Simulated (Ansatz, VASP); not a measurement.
## GaP in VASP and in Ansatz

```
Ga P
1.0
     0.00000    2.72525    2.72525
     2.72525    0.00000    2.72525
     2.72525    2.72525    0.00000
Ga P
1 1
Direct
  0.00000 0.00000 0.00000
  0.75000 0.75000 0.75000
```

Alike in both runs: task single point; functional PBE; k mesh 8 × 8 × 8; occupations gaussian, width 0.016 eV; no spin polarisation.

|  | VASP | Ansatz |
| --- | --- | --- |
| version | VASP 6.6.1 | Ansatz 0.2.0 |
| potentials or method | VASP PAW PBE potentials, release 64 (Ga_d, P) | Ansatz PAW |
| plane-wave cutoff (eV) | 520 | 420 |
| valence electrons in the cell | 18 | 18 |

```tsv
	VASP	Ansatz	Ansatz less VASP
gap on the k mesh at the Fermi level (eV)	1.64	1.64	0.000
least direct gap on the mesh (eV)	1.83	1.83	+0.002
pressure (GPa)	2.5	2.5	+0.03
```

With one functional, cell and mesh, what is left measures potentials, basis and numerics.

A k mesh can miss the band edges. A hybrid or GW would open this gap; PBE tends to underestimate it.
